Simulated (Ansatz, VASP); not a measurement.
## One calculation of CdF2, two programs

```
CELL_PARAMETERS angstrom
0.00000 2.60868 2.60868
2.60868 0.00000 2.60868
2.60868 2.60868 0.00000
ATOMIC_POSITIONS crystal
Cd 0.00000 0.00000 0.00000
F 0.25000 0.25000 0.25000
F 0.75000 0.75000 0.75000
```

Alike in both runs: task single point; functional PBE; dispersion D3(BJ); k mesh 8 × 8 × 8; occupations gaussian, width 0.02 eV; no spin polarisation.

```csv
,VASP,Ansatz
version,VASP 6.6.1,Ansatz 0.2.0
potentials or method,"VASP PAW PBE potentials, release 64 (Cd, F)","scalar-relativistic, plane waves, PAW"
plane-wave cutoff (eV),520,420
valence electrons in the cell,26,34
```

Ansatz gave:

```
gap on the k mesh at the Fermi level (eV) : 3.45
least direct gap on the mesh (eV)         : 3.81
pressure (GPa)                            : 17.2
```

Task: Which values does VASP return?

Result: gap on the k mesh at the Fermi level (eV): 3.41; least direct gap on the mesh (eV): 3.77; pressure (GPa): 18.6.

The two sets of potentials don't hold the same shells in valence.

Caveats: so large a pressure means that the cell lies far from this level's equilibrium, or that cutoff or potentials fall short (VASP). Expect the measured gap to be larger: semilocal functionals such as PBE lack the derivative discontinuity. A k mesh can miss the band edges.
